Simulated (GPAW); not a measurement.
Wanted: an ASE script for a GPAW 26.7.0 run.

```
Task                : relaxation of cell and atoms
Functional          : PBEsol
Potentials or basis : PAW data sets generated in the run's folder for this functional
Cutoff              : 800 eV
Basis               : pw
k mesh              : 8 × 8 × 6
Occupations         : fermi-dirac, width 0.05 eV
Spin                : no spin polarisation
Target pressure     : 5 GPa
Maxiter             : 150
Optimizer           : BFGS
Fmax                : 0.02 eV/Å
Max steps           : 60
Target pressure     : 5 GPa
Convergence         : density=1e-05 forces=0.0001
```

MgSi:

```
Si Mg
1.0
     2.90839    0.00000    0.00000
     0.00000    2.90839    0.00000
     0.00000    0.00000    4.10343
Si Mg
1 1
Direct
  0.50000 0.50000 0.50000
  0.00000 0.00000 0.00000
```

The cell comes from a database or a generator and needn't be the stable form of this composition.

These files were run (other wordings do the same):

run.py

```python
from ase import Atoms
from ase.filters import FrechetCellFilter
from ase.io import write
from ase.optimize import BFGS
from ase.units import GPa
from gpaw import GPAW, PW, setup_paths

setup_paths.insert(0, '.')

atoms = Atoms(['Si', 'Mg'],
              cell=[[2.908394, 0.0, 0.0],
                    [0.0, 2.908394, 0.0],
                    [0.0, 0.0, 4.103427]],
              scaled_positions=[[0.5, 0.5, 0.5],
                                [0.0, 0.0, 0.0]],
              pbc=True)

calc = GPAW(mode=PW(800),
            xc='PBEsol',
            kpts={'size': (8, 8, 6), 'gamma': True},
            occupations={'name': 'fermi-dirac', 'width': 0.05},
            nbands=15,
            convergence={'density': 1e-05, 'forces': 0.0001},
            maxiter=150,
            txt='gpaw.txt')
atoms.calc = calc
opt = BFGS(FrechetCellFilter(atoms, scalar_pressure=5 * GPa), trajectory='relax.traj', logfile='-')
done = opt.run(fmax=0.02, steps=60)
calc.write('gs.gpw')
write('result.traj', atoms)
print('Converged:', done)
print('Cell:', atoms.cell.cellpar().round(4))
print('Volume:', round(atoms.get_volume(), 4))
print(atoms.get_scaled_positions().round(5))
```

Potentials or basis: PAW data sets generated in the run's folder for this functional, pw.

Launch:

```sh
$ gpaw-setup -f PBEsol Mg Si
$ OMP_NUM_THREADS=1 python run.py
```

It gave:

* Relaxed volume: 15.90 Å³/atom
* Relaxed cell: a = 2.839 Å, b = 2.839 Å, c = 3.944 Å, α = 90.00°, β = 90.00°, γ = 90.00°
* Space group after relaxing (to 0.05 Å): P4/mmm (No. 123)
* Energy change on relaxing (the enthalpy is what falls): +9.8 meV/atom
* Ionic steps: 4
* Pressure after relaxing: 4.9 GPa
* Band gap on the k mesh: none (metal or under the smearing width)

Caveat: later steps reuse the first step's grids.

Wall time 72 s on 1 thread of Arm Neoverse V1 (shared host), peak memory 0.25 GiB.
